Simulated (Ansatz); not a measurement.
## Step by step: CaSe, relaxation of cell and atoms

Computed with DFT, PBE, PAW with Ansatz's default frozen-core files, scalar-relativistic (Ansatz 0.2.0).

Command: `ansatz run input.yaml --threads 1 --pin off --max-ram 3072MiB --backend cpu --events-out ev --progress --plain --runs-dir out` The run took about 59 s on 1 thread of a shared machine.

```yaml
crystal:
  lattice:
    - [4.5558582445, 0.0, 0.0]
    - [-2.2779291223, 3.9454889758, 0.0]
    - [0.0, 0.0, 7.4260489385]
  atoms:
    - { symbol: Ca, position: [0.3333333333, 0.6666666667, 0.0] }
    - { symbol: Ca, position: [0.6666666667, 0.3333333333, 0.5] }
    - { symbol: Se, position: [0.3333333333, 0.6666666667, 0.376] }
    - { symbol: Se, position: [0.6666666667, 0.3333333333, 0.876] }
kpoints:
  mp_grid: { grid: [9, 9, 5] }
scf:
  occupations: { method: fermi_dirac, width: 0.05 }
hamiltonian:
  xc: pbe
  pseudopotentials: { kind: paw }
output:
  forces: true
  stress: true
relax:
  f_tol: 0.005
  max_steps: 80
  cell: {}
```

The cell is built from the wurtzite type as a first guess.

The cutoff is 420 eV; energies and pressures of the walk include the program's estimate of the Pulay term.

Each frame lists the cell vectors (Å), then Cartesian positions (Å) and forces (eV/Å). Free energies count from the first step, -14578.9759 eV.

The walk took 9 evaluations in all; steps that aren't listed are left out.

Step 1: E = 0.0 meV, P = 2.46 GPa

```
cell 4.5559 0.0000 0.0000 -2.2779 3.9455 0.0000 0.0000 0.0000 7.4260
Ca    0.0000    2.6303    0.0000     0.000   0.000  -0.059
Ca    2.2779    1.3152    3.7130     0.000   0.000  -0.059
Se    0.0000    2.6303    2.7922     0.000   0.000   0.059
Se    2.2779    1.3152    6.5052     0.000   0.000   0.059
```

Step 2: E = -71.1 meV, P = -0.92 GPa

```
cell 4.7453 0.0000 0.0000 -2.3727 4.1096 0.0000 0.0000 0.0000 7.5192
Ca    0.0000    2.7397   -0.0308     0.000   0.000  -0.015
Ca    2.3727    1.3699    3.7288     0.000   0.000  -0.015
Se    0.0000    2.7397    2.8580     0.000   0.000   0.015
Se    2.3727    1.3699    6.6176     0.000   0.000   0.015
```

Step 3:

```
cell 4.7366 0.0000 0.0000 -2.3683 4.1020 0.0000 0.0000 0.0000 7.3667
Ca    0.0000    2.7347   -0.0481
Ca    2.3683    1.3673    3.6352
Se    0.0000    2.7347    2.8180
Se    2.3683    1.3673    6.5014
```

Step 4: E = -131.7 meV, P = 0.24 GPa

```
cell 4.7879 0.0000 0.0000 -2.3940 4.1465 0.0000 0.0000 0.0000 7.0019
Ca    0.0000    2.7643   -0.1050     0.000   0.000  -0.097
Ca    2.3940    1.3822    3.3959     0.000   0.000  -0.097
Se    0.0000    2.7643    2.7378     0.000   0.000   0.097
Se    2.3940    1.3822    6.2387     0.000   0.000   0.097
```

Step 5: E = -217.1 meV, P = 0.05 GPa

```
cell 4.8691 0.0000 0.0000 -2.4345 4.2167 0.0000 0.0000 0.0000 6.6311
Ca    0.0000    2.8112   -0.1758     0.000   0.000  -0.212
Ca    2.4345    1.4056    3.1397     0.000   0.000  -0.212
Se    0.0000    2.8112    2.6691     0.000   0.000   0.213
Se    2.4345    1.4056    5.9847     0.000   0.000   0.213
```

Step 6: E = -377.3 meV, P = -0.28 GPa

```
cell 4.9500 0.0000 0.0000 -2.4750 4.2868 0.0000 0.0000 0.0000 6.2687
Ca    0.0000    2.8579   -0.2514     0.000   0.000  -0.326
Ca    2.4750    1.4289    2.8829     0.000   0.000  -0.326
Se    0.0000    2.8579    2.6085     0.000   0.000   0.326
Se    2.4750    1.4289    5.7428     0.000   0.000   0.326
```

Step 7: E = -553.4 meV, P = 0.01 GPa

```
cell 5.0226 0.0000 0.0000 -2.5113 4.3497 0.0000 0.0000 0.0000 5.9109
Ca    0.0000    2.8998   -0.3420     0.000   0.000  -0.143
Ca    2.5113    1.4499    2.6134     0.000   0.000  -0.143
Se    0.0000    2.8998    2.5645     0.000   0.000   0.143
Se    2.5113    1.4499    5.5200     0.000   0.000   0.143
```

Task: Give the energy and forces of step 3.

Result: E = -93.3 meV, P = -0.26 GPa
```
Ca    0.0000    2.7347   -0.0481     0.000   0.000  -0.024
Ca    2.3683    1.3673    3.6352     0.000   0.000  -0.024
Se    0.0000    2.7347    2.8180     0.000   0.000   0.024
Se    2.3683    1.3673    6.5014     0.000   0.000   0.024
```

Task: How does the relaxation end?

Result: It converges, with a = 5.030 Å, b = 5.030 Å, c = 5.893 Å, α = 90.00°, β = 90.00°, γ = 120.00° for the cell as listed; within 0.05 Å it has space group P6_3/mmc; smaller departures are within what the tolerances leave open. The last solve (on a basis chosen afresh for the final cell, so its energy is not quite comparable) gives E = -561.4 meV, P = 0.01 GPa:
```
cell 5.0298 0.0000 0.0000 -2.5149 4.3559 0.0000 0.0000 0.0000 5.8929
Ca    0.0000    2.9039   -0.3647     0.000   0.000  -0.004
Ca    2.5149    1.4520    2.5817     0.000   0.000  -0.004
Se    0.0000    2.9039    2.5804     0.000   0.000   0.004
Se    2.5149    1.4520    5.5268     0.000   0.000   0.004
```
